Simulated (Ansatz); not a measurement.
# Mo2NCl2 MXene bilayer (AA) in a perpendicular field, part 3 of 3

Wanted: the out-of-plane response of the Mo2NCl2 MXene bilayer (AA). A positive field points along +c.

Ansatz 0.2.0; plane-wave DFT, PBE-D3(BJ), Ansatz PAW.

So far. Step 8 (Single point, field 0.35 V/Å): The dipole is 0.260 e·Å.

### Step 9. Response, atoms held

This step: plane-wave DFT, PBE-D3(BJ), Ansatz PAW; response to a field along the normal, atoms held (Ansatz 0.2.0).

The dipoles give the slope, and the difference of two potentials shows where the field is screened.

Numbers from this step:

```yaml
equivalent_conductor_thickness_p_eps_0ae: 17.70 Å
distance_between_the_outer_atoms: 15.84 Å
```

Table of dipole of the cell by applied field:

| applied field (V/Å) | dipole of the cell (e·Å) |
| --- | --- |
| -0.200 | -0.148 |
| -0.100 | -0.0742 |
| 0.000 | 6.3e-7 |
| 0.100 | 0.0742 |
| 0.200 | 0.148 |
| 0.350 | 0.260 |

Local field over the applied field, running mean. From the potentials at -0.1 and 0.1 V/Å; running mean over 2.5 Å. The local field over applied field by z:

| z (Å) | local field over applied field |
| --- | --- |
| 4.5 | 0.999 |
| 5.0 | 0.997 |
| 5.5 | 0.992 |
| 6.0 | 0.976 |
| 6.5 | 0.935 |
| 7.0 | 0.841 |
| 7.5 | 0.687 |
| 8.0 | 0.505 |
| 8.5 | 0.326 |
| 9.0 | 0.184 |
| 9.5 | 0.0938 |
| 10.0 | 0.0502 |
| 10.5 | 0.0350 |
| 11.0 | 0.0276 |
| 11.5 | 0.0110 |
| 12.0 | -0.00274 |
| 12.5 | -0.00264 |
| 13.0 | 4.8e-4 |
| 13.5 | 0.00288 |
| 14.0 | 0.00270 |
| 14.5 | 0.00135 |
| 15.0 | -3.1e-4 |
| 15.5 | -0.00208 |
| 16.0 | -0.00382 |
| 16.5 | -0.00483 |
| 17.0 | -0.00499 |
| 17.5 | -0.00463 |
| 18.0 | -0.00333 |
| 18.5 | -0.00149 |
| 19.0 | 2.0e-4 |
| 19.5 | 0.00183 |
| 20.0 | 0.00296 |
| 20.5 | 0.00242 |
| 21.0 | -6.0e-4 |
| 21.5 | -0.00335 |
| 22.0 | -2.2e-4 |
| 22.5 | 0.0170 |
| 23.0 | 0.0303 |
| 23.5 | 0.0380 |
| 24.0 | 0.0598 |
| 24.5 | 0.116 |
| 25.0 | 0.223 |
| 25.5 | 0.379 |
| 26.0 | 0.563 |
| 26.5 | 0.740 |
| 27.0 | 0.877 |
| 27.5 | 0.952 |
| 28.0 | 0.983 |
| 28.5 | 0.994 |
| 29.0 | 0.998 |
| 29.5 | 0.999 |

Electrons, planar mean, per unit field. Table of induced electron density by z:

z (Å), induced electron density (e/Å³ per V/Å) and a bar from the least value:
```
        5    0.00001 ##############
        6    0.00011 ###############
        7    0.00084 ##################
        8    0.00376 ##############################
        9    0.00107 ###################
       10   -0.00075 ###########
       11    0.00044 ################
       12   -0.00015 #############
       13   -0.00003 ##############
       14    0.00002 ##############
       15    0.00000 ##############
       16    0.00005 ##############
       17   -0.00001 ##############
       18   -0.00003 ##############
       19    0.00000 ##############
       20   -0.00004 ##############
       21    0.00005 ##############
       22    0.00007 ##############
       23   -0.00084 ###########
       24    0.00100 ##################
       25   -0.00142 ########
       26   -0.00334 
       27   -0.00062 ###########
       28   -0.00008 ##############
       29   -0.00001 ##############
```

By hand: between -0.1 and 0.1 V/Å the dipole changes by 0.1485 e·Å, a slope of 0.7423 e·Å²/V. A perfect conductor of thickness t has p = ε₀AEt, so t = 180.95 × 0.7423 / 7.591 = 17.70 Å (e/ε₀ = 180.95 V·Å, A in Å²).

The induced dipole is that of a conductor 17.70 Å thick.

### Step 10. A changed input

This step: plane-wave DFT, PBE-D3(BJ), Ansatz PAW (Ansatz 0.2.0).

A run with a changed input: it repeats the earlier run at 0.1 V/Å with scf.mixing.algorithm to anderson, scf.mixing.beta to 0.9, scf.mixing.ndim to 16 and accuracy to medium.

Contents of input.yaml:

```yaml
crystal:
  lattice:
    - [2.9606179863, 0.0, 0.0]
    - [-1.4803089932, 2.5639703871, 0.0]
    - [0.0, 0.0, 33.8442266764]
  atoms:
    - { symbol: Cl, position: [0.3333333333, 0.6666666667, 0.2659242324] }
    - { symbol: Mo, position: [0.6666666667, 0.3333333333, 0.3197933859] }
    - { symbol: "N", position: [0.0, 0.0, 0.360184004] }
    - { symbol: Mo, position: [0.3333333333, 0.6666666667, 0.4005856255] }
    - { symbol: Cl, position: [0.6666666667, 0.3333333333, 0.4543381846] }
    - { symbol: Cl, position: [0.3333333333, 0.6666666667, 0.5456618154] }
    - { symbol: Mo, position: [0.6666666667, 0.3333333333, 0.5994143745] }
    - { symbol: "N", position: [0.0, 0.0, 0.639815996] }
    - { symbol: Mo, position: [0.3333333333, 0.6666666667, 0.6802066141] }
    - { symbol: Cl, position: [0.6666666667, 0.3333333333, 0.7340757676] }
kpoints:
  mp_grid: { grid: [18, 18, 1] }
  band_path:
    path: [[0, 0, 0], [0.5, 0, 0], [0.33333333, 0.33333333, 0], [0, 0, 0]]
    npoints: 16
hamiltonian:
  xc: pbe
  dispersion: d3bj
scf:
  occupations: { method: fermi_dirac, width: 0.02585 }
  convergence: { dr2_threshold: 1.0e-10 }
  mixing: { algorithm: anderson, beta: 0.9, ndim: 16 }
efield:
  axis: 3
  dipole_correction: true
  ramp_position: 0.9622
  ramp_width: 0.0756
  amplitude: 0.1
output:
  write_potential: true
  write_density: true
  volumetric_format: npy
accuracy: medium
```

Launch:

```bash
$ ansatz run input.yaml --threads 4 --pin off --max-ram 6144MiB --backend cpu --events-out ev --progress --plain --runs-dir out
```

Numbers of over 12 decimals in the logs are rounded to 6 here.

The log of the run:

```text
[...]
Crystal: 10 atoms, lattice volume = 256.909 Å³
Basis set: ecut = 420 eV, 4925 PW (Γ)
Bands: 57, of which v1, the nominal top of the filled ones, is band 47 counted from 1 (46 counted from 0)
Symmetry: 6 space group operations
k-points: 37 of 324 (time reversal used)
[...]
SCF iter   1: F=—  HF=-24924.722629 eV  |F-HF|=—  |Δ(HF+E_count)|=         —  Δρ=1.00e-1  dr2=3.55e1  ethr=3.10e-3  p=0.075 e·Å  D=5.30e-2 V/Å  ΔV_dip=-1.79 eV  dr2_dipole=2.55e-4  V_vac-E_F(+/−)=5.58/4.32 eV  ⟨swp⟩=9.0  Hψ=10166  notcnv=0  defer=5
[...]
SCF iter  13: F=-24916.268412 eV  HF=-24916.268412 eV  |F-HF|=0.00e0  |Δ(HF+E_count)|=  1.13e-10  Δρ=3.18e-8  dr2=3.12e-12  ethr=1.00e-12  p=0.074 e·Å  D=5.23e-2 V/Å  ΔV_dip=-1.77 eV  dr2_dipole=1.19e-14  V_vac-E_F(+/−)=4.86/3.58 eV  ⟨swp⟩=11.6  Hψ=6608  notcnv=0
SCF 1 converged in 13 iterations: F = -24916.268412 eV  dr2 = 3.12e-12
[...]
SCF converged after 13 iterations
Stability not checked: this state was not tested for a lower state beside it, because the mixer in use, unlike msr1, does not test its closes by its own steps (another_mixer; see scf.mixing.algorithm and scf.lower_state_search)
Free energy (F): -24916.268412 eV
[...]
Internal energy: -24916.255682 eV  (E = F + TS)
E sigma→0 (E₀):  -24916.262047 eV
Entropy (-TS):   -0.012730 eV (-1.273 meV/atom)
Fermi energy:    6.296532 eV
Dipole field:    D = 0.052286 V/Å  (p = 0.074234 e·Å, saw-weighted, corrected)
Work function:   not extracted (applied field tilts the vacuum); planar V_es + V_field profile in the machine report
[...]
--- Band table (eV; the first three rows and the last of 37) ---
  k-point 0: bands = [... 43 lower, 5.0158, 5.0236, 5.0236, 5.7518, 5.7720, 6.0532, 6.0532, 6.0542, ... 6 higher]
  k-point 1: bands = [... 43 lower, 4.9601, 5.0965, 5.1063, 5.7914, 5.8195, 6.0432, 6.0462, 6.1284, ... 6 higher]
  k-point 2: bands = [... 43 lower, 4.7197, 5.2702, 5.2811, 5.8041, 5.8379, 5.9762, 6.0021, 6.3171, ... 6 higher]
  k-point 36: bands = [... 43 lower, 5.9434, 5.9671, 5.9684, 5.9796, 5.9835, 7.2028, 7.2046, 7.2155, ... 6 higher]
```

Elapsed: 19 s, on 4 threads of Intel Xeon Platinum 8488C (Sapphire Rapids), shared host; peak memory 0.96 GiB.

Numbers from this step:

| Item | Value |
| --- | --- |
| energy at zero smearing | -24916.2620 eV |
| dipole along the normal | 0.07423 e·Å |

The electronic bands at the labelled points (eV, zero at the Fermi level):

| point | band 45 | band 46 | band 47 | band 48 | band 49 | band 50 | band 51 | band 52 |
| --- | --- | --- | --- | --- | --- | --- | --- | --- |
| Γ | -1.27 | -1.27 | -0.54 | -0.52 | -0.24 | -0.24 | -0.24 | -0.24 |
| halfway | -0.65 | -0.58 | -0.27 | -0.12 | -0.11 | -0.11 | 0.60 | 0.62 |
| M | 1.08 | 1.11 | 1.12 | 1.13 | 1.80 | 1.80 | 1.81 | 1.82 |
| halfway | 0.47 | 0.51 | 0.62 | 0.67 | 1.25 | 1.28 | 1.35 | 1.37 |
| K | -0.33 | -0.33 | -0.32 | -0.31 | 0.91 | 0.91 | 0.92 | 0.92 |
| halfway | -1.10 | -1.00 | -0.24 | -0.21 | 0.82 | 0.83 | 0.91 | 0.98 |
| Γ | -1.27 | -1.27 | -0.54 | -0.52 | -0.24 | -0.24 | -0.24 | -0.24 |

| quantity | this run | earlier run | difference |
| --- | --- | --- | --- |
| dipole along the normal (e·Å) | 0.07423 | 0.07423 | -2.6e-7 |

The dipole moves by under 0.5 % or 5e-5 e·Å.

Of the bands kept, 8 cross the Fermi level on this path.

### Step 11. Varying the input

An input spoilt on purpose, to show how the run answers: it repeats the earlier run at 0.1 V/Å with efield.ramp_position from 0.9622 to 0.475, and scf.max_iter set to 80.

input.yaml, as its differences from that of step 10:

```diff
@@ -27,3 +27,3 @@
   convergence: { dr2_threshold: 1.0e-10 }
-  mixing: { algorithm: anderson, beta: 0.9, ndim: 16 }
+  max_iter: 80
 efield:
@@ -31,3 +31,3 @@
   dipole_correction: true
-  ramp_position: 0.9622
+  ramp_position: 0.475
   ramp_width: 0.0756
@@ -38,2 +38 @@
   volumetric_format: npy
-accuracy: medium
```

The log of the run:

```text
Engine: ansatz 0.2.0, x86_64-unknown-linux-gnu
Pseudopotentials: kind: paw
Pseudopotential: Cl, paw, valence charge 7, recommended cutoff 420 eV (normal), Cl.paw.azcp
Pseudopotential: Mo, paw, valence charge 14, recommended cutoff 420 eV (normal), Mo.paw.azcp
Pseudopotential: N, paw, valence charge 5, recommended cutoff 420 eV (normal), N.paw.azcp
Functional definition: PBE
  parameter kappa = 0.804
  parameter beta = 0.066725
  exchange = pbe_x(kappa = kappa, mu = beta*pi^2/3)
  correlation = pbe_c(beta = beta)
Crystal: 10 atoms, lattice volume = 256.909 Å³
Basis set: ecut = 420 eV, 4925 PW (Γ)
Bands: 57, of which v1, the nominal top of the filled ones, is band 47 counted from 1 (46 counted from 0)
Symmetry: 6 space group operations
k-points: 37 of 324 (time reversal used)
Non-local potential: Cl, projectors of the file, l = 0: 2, l = 1: 2, l = 2: 2
Non-local potential: Mo, projectors of the file, l = 0: 3, l = 1: 2, l = 2: 2, l = 3: 1
Non-local potential: N, projectors of the file, l = 0: 2, l = 1: 2, l = 2: 1
PAW form: soft (Blöchl's): semilocal exchange-correlation on the pseudo side does not see the compensation charge
PAW one-centre angular grid: Cl, 110 points (default); XC on 64 Gauss nodes
PAW one-centre angular grid: Mo, 590 points (default); XC on 64 Gauss nodes
PAW one-centre angular grid: N, 110 points (default); XC on 64 Gauss nodes
Initial density: superposition of atomic densities (neutral atoms: chi_scale 0, normalization atom, screened)
Initial wavefunctions: pseudopotential atomic-orbital guess
Functional: x = pbe(κ = 0.804, μ = 0.219515), c = pbe(β = 0.066725)
Error: efield: ion 5 (Cl) at fractional coordinate 0.5457 along the field axis lies inside the sawtooth ramp with 2 of the planes that the density is read on at each end, [0.4667, 0.5589] — the ramp must sit in vacuum (an ion there feels the fictitious reversed slope); set or move the ramp (efield.ramp_position / ramp_width) or move the geometry
```

Run time: 0.25 s. Hardware: 4 threads; peak memory 0.45 GiB.

The program refused the input before any cycle.

The program's message: “Error: efield: ion 5 (Cl) at fractional coordinate 0.5457 along the field axis lies inside the sawtooth ramp with 2 of the planes that the density is read on at each end, [0.4667, 0.5589] — the ramp m …”

The fault put into the input: the ramp among the atoms.

### Step 12. Summary of results

```
gap without field                          : none
work function, upper face                  : 4.26 eV
equivalent conductor thickness, atoms held : 17.7 Å
```

The induced dipole equals that of a perfect conductor 17.70 Å thick, while the outer atoms lie 15.84 Å apart. There is no gap over 0.03 eV, with or without the field. The first relaxation ran with spin and lost its moment, and the later runs have none; other magnetic states were not tried. Spin-orbit coupling is left out, which matters for the bands of elements this heavy. The MXene's terminations sit over the metal atoms of its far layer; the site over carbon or nitrogen, which some compounds prefer, was not run.

[Logs are printed without paths, hosts, clocks, repeated set-up lines and the standing remarks that a program may print on its own settings, such as how far it seeks lower states.]

[Hosts, paths, dates, database ids (printed as entryN), source tags and the programs' standing remarks are cut or masked in the printed files.]

[Maps of the electrostatic potential energy from Ansatz leave out the sawtooth potential of an applied field or a dipole correction, so their vacuum need not be flat; planar profiles and work functions include it.]
